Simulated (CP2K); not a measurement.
The system is GaSb.

```
Sb Ga
1.0
     4.32608    0.00000    0.00000
     2.16304    3.74649    0.00000
     2.16304    1.24883    3.53223
Sb Ga
1 1
Direct
  0.75000 0.75000 0.75000
  0.00000 0.00000 0.00000
```

Program: CP2K 2026.2. Alike in all runs: task band structure; no spin polarisation; cell as given; k mesh 8 × 8 × 8.

Q: Order these runs on this cell by their pressure, lowest first.
A. level PBE; potentials or basis GTH_POTENTIALS Sb GTH-PBE-q5, Ga GTH-PBE-q13; DZVP-MOLOPT-SR-GTH basis; smearing fermi-dirac 0.05 eV; NGRIDS 5; points a segment of the path (NPOINTS) 6; bands added on the path 2
B. level LDA; potentials or basis GTH_POTENTIALS Sb GTH-PADE-q5, Ga GTH-PADE-q13; TZVP-MOLOPT-PBE-GTH basis; smearing fermi-dirac 0.01 eV; NGRIDS 4; points a segment of the path (NPOINTS) 6; bands added on the path 4
C. level PBEsol; potentials or basis POTENTIAL_UZH Sb GTH-PBE-q5, Ga GTH-PBE-q13; TZVP-MOLOPT-PBE-GTH basis; smearing fermi-dirac 0.0259 eV; NGRIDS 4; points a segment of the path (NPOINTS) 10; bands added on the path 2

A: B (-1.7 GPa), C (1.3 GPa), A (2.9 GPa).

Caveats: the basis of atomic orbitals isn't converged, which shifts pressures, moduli and gaps; the potentials were made for another functional, which shifts forces and pressure (some runs).

Not every run made on this cell is shown here.
